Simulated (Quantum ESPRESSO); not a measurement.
Write the native input for Quantum ESPRESSO 7.5 that does the following.

```
Task                      : single point
Functional                : r2SCAN-X
Potentials or basis       : SG15 PBE 1.2
Cutoff                    : 952 eV
Density cutoff            : 3810 eV
k mesh                    : 4 × 4 × 4
Occupations               : fermi-dirac, width 0.05 eV
Spin                      : no spin polarisation
Share of exact exchange   : 0.05
q mesh for exact exchange : 4 × 4 × 4
Cutoff for exact exchange : 1904.8 eV
Symmetry                  : off
Mixing beta               : 0.5
Most SCF iterations       : 120
SCF threshold             : 1e-07 Ry
```

Pt:

```xyz
1
Lattice="0.0000 1.9609 1.9609 1.9609 0.0000 1.9609 1.9609 1.9609 0.0000" Properties=species:S:1:pos:R:3 pbc="T T T"
Pt    0.0000    0.0000    0.0000
```

These files were run (other wordings do the same):

pw.in

```
&CONTROL
  calculation = 'scf'
  prefix = 'pwscf'
  outdir = './tmp'
  pseudo_dir = './pseudo'
  tprnfor = .true.
  disk_io = 'nowf'
/
&SYSTEM
  ibrav = 0
  nat = 1
  ntyp = 1
  ecutwfc = 70
  nbnd = 14
  input_dft = 'XC-005I-000I-000I-000I-497L-498L'
  occupations = 'smearing'
  smearing = 'fd'
  degauss = 0.00367493
  nqx1 = 4
  nqx2 = 4
  nqx3 = 4
  ecutfock = 140
  exx_fraction = 0.05
  nosym = .true.
/
&ELECTRONS
  conv_thr = 1d-07
  electron_maxstep = 120
  mixing_beta = 0.5
  adaptive_thr = .true.
/
ATOMIC_SPECIES
Pt   195.0840 Pt_ONCV_PBE-1.2.upf
CELL_PARAMETERS bohr
   0.0000000000    3.7055639578    3.7055639578
   3.7055639578    0.0000000000    3.7055639578
   3.7055639578    3.7055639578    0.0000000000
ATOMIC_POSITIONS bohr
Pt     0.0000000000    0.0000000000    0.0000000000
K_POINTS automatic
4 4 4 0 0 0
```

Potentials or basis: SG15 PBE 1.2.

The run is started by

```bash
$ OMP_NUM_THREADS=1 mpirun -n 2 pw.x -nk 2 -in pw.in > pw.out
```

It gave:

The band gap on the k mesh is none (metal or under the smearing width).

Caveat: the k mesh is coarse (spacing up to 0.69 Å⁻¹), so the values aren't converged; the mesh is coarse for exact exchange, which widens gaps.

Run time: 2.1 min on 2 MPI ranks on Arm Neoverse V2 (shared host), peak memory 0.36 GiB a rank.
